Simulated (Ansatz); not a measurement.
SnO2, one structure, two calculations

Cell: a Materials Project structure (computed, not necessarily an observed phase) whose atoms were relaxed with PBE, the cell held.

Space group Pnnm (No. 58); a = 4.7880, b = 4.8666, c = 3.2409 Å.

| site | Wyckoff | site symmetry | x | y | z |
| --- | --- | --- | --- | --- | --- |
| Sn | 2a | ..2/m | 0.5000 | 0.5000 | 0.5000 |
| O | 4g | ..m | 0.3042 | 0.3089 | 0.0000 |

One atom of each set is listed.

First run. All values are calculated (Ansatz; DFT, PBE, plane waves and PAW, scalar-relativistic, 420 eV cutoff, Γ-centred 7×7×10 k-points, Fermi–Dirac smearing 0.01 eV), not measured.

| site | V_zz (10²¹ V/m²) | η |
| --- | --- | --- |
| Sn | -5.11 | 0.89 |
| O | -11.26 | 0.13 |

Second run. The same atoms and settings, except that the functional is r2SCAN and the cutoff is 500 eV.

Question: Given the first result, estimate the second.

Answer: 

```csv
site,V_zz,η,change of V_zz
Sn,-5.03,0.90,+0.08
O,-11.00,0.11,+0.26
```

The largest change of V_zz is on O, from -11.26 to -11.00. In per cent, |V_zz| changes by -2 on Sn, -2 on O (all sites that start above 0.5). Isomer shifts (Sn against SnO₂, from the density at the nucleus and a line fitted to measured compounds for each functional; the lines scatter by about 0.1 mm/s, so smaller changes between functionals mean little): Sn 0.06 → 0.06 mm/s.

For the first run: Without spin–orbit coupling (the program notes it for Sn) the gradients can shift somewhat, as the gap is small.
For the second run: At this cell the r2SCAN pressure is -8 GPa, so with r2SCAN the cell would shrink if it were relaxed. The entry's cell may itself be off. Without spin–orbit coupling (the program notes it for Sn) the gradients are little affected as a rule: paired runs on crystals with a gap mostly move them by under 2 % at such atoms. With these PAW files V_zz is typically within 2 to 3 % of all-electron values, but misses above 10 % occur on Sn.
